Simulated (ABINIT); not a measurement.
Hf:

```
CELL_PARAMETERS angstrom
-1.80500 1.80500 1.80500
1.80500 -1.80500 1.80500
1.80500 1.80500 -1.80500
ATOMIC_POSITIONS crystal
Hf 0.00000 0.00000 0.00000
```

This isn't the form of Hf at room conditions, which is hcp.

| Item | Value |
| --- | --- |
| Program | ABINIT 10.8.3 (patched build) |
| Task | relaxation of cell and atoms |
| Functional | PBEsol |
| Potentials or basis | JTH PAW PBE v2.0 |
| Cutoff | 517 eV |
| k mesh | 10 × 10 × 10 |
| Occupations | fermi-dirac, width 0.05 eV |
| Spin | no spin polarisation |

At the start: pressure -8.9 GPa; volume 23.52 Å³/atom.

Where does the relaxation end?

Over 4 steps the energy falls by 64.5 meV/atom and the volume is 21.36 Å³/atom (-9.2 %); space group Im-3m (No. 229, to 0.05 Å).

Step by step:
```csv
step,energy change (eV),largest force (eV/Å),pressure (GPa),volume (Å³)
1,0.0000,0.0000,-8.90,23.52
2,-0.0310,0.0000,-6.65,22.89
3,-0.0644,0.0000,0.52,21.25
4,-0.0645,0.0000,-0.02,21.36
```

Final structure:
```
CELL_PARAMETERS angstrom
-1.74792 1.74792 1.74792
1.74792 -1.74792 1.74792
1.74792 1.74792 -1.74792
ATOMIC_POSITIONS crystal
Hf 0.00000 0.00000 0.00000
```

Caveat: the PAW data sets were made with another functional, which shifts forces and pressure a little.
